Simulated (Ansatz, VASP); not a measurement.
# Two plane-wave programs on CaO

The input INCAR:

```
PREC = Accurate ; ENCUT = 520
EDIFF = 1E-7 ; ISMEAR = 0
SIGMA = 0.05 ; LREAL = F
LASPH = T ; NELM = 60
ALGO = Normal ; ISIF = 2
LWAVE = F ; LCHARG = T
GGA = PE ; LELF = T
LVHAR = T ; NBANDS = 15
```

Contents of KPOINTS:

```
regular mesh
0
Gamma
  12 12 12
```

POSCAR

```
CaO
1.0
    0.0000000000      2.3703022180      2.3703022180
    2.3703022180      0.0000000000      2.3703022180
    2.3703022180      2.3703022180      0.0000000000
Ca O
1 1
Direct
    0.5000000000      0.5000000000      0.5000000000
    0.0000000000      0.0000000000      0.0000000000
```

Input for Ansatz:

```yaml
crystal:
  lattice:
    - [0.0, 2.370302218, 2.370302218]
    - [2.370302218, 0.0, 2.370302218]
    - [2.370302218, 2.370302218, 0.0]
  atoms:
    - { symbol: Ca, position: [0.5, 0.5, 0.5] }
    - { symbol: O, position: [0.0, 0.0, 0.0] }
basis:
  ecutwfc: 420
  ecutrho_ratio: 4
kpoints:
  mp_grid: { grid: [12, 12, 12] }
hamiltonian:
  xc: pbe
scf:
  occupations: { method: gaussian, width: 0.05 }
output:
  forces: true
  stress: true
  eigenvalues: true
```

Alike in both runs: task single point; functional PBE; k mesh 12 × 12 × 12; occupations gaussian, width 0.05 eV; no spin polarisation.

|  | VASP | Ansatz |
| --- | --- | --- |
| version | VASP 6.6.1 | Ansatz 0.2.0 |
| potentials or method | VASP PAW PBE potentials, release 64 (Ca_sv, O) | scalar-relativistic, plane waves, PAW |
| plane-wave cutoff (eV) | 520 | 420 |
| valence electrons in the cell | 16 | 16 |

Ansatz gave:

- gap on the k mesh at the Fermi level (eV): 3.64
- least direct gap on the mesh (eV): 4.00
- pressure (GPa): 6.7

**Question.** Which values does VASP return?

**Answer.** gap on the k mesh at the Fermi level (eV): 3.62; least direct gap on the mesh (eV): 3.98; pressure (GPa): 7.5.

A k mesh can miss the band edges. A hybrid or GW would open this gap; PBE tends to underestimate it.
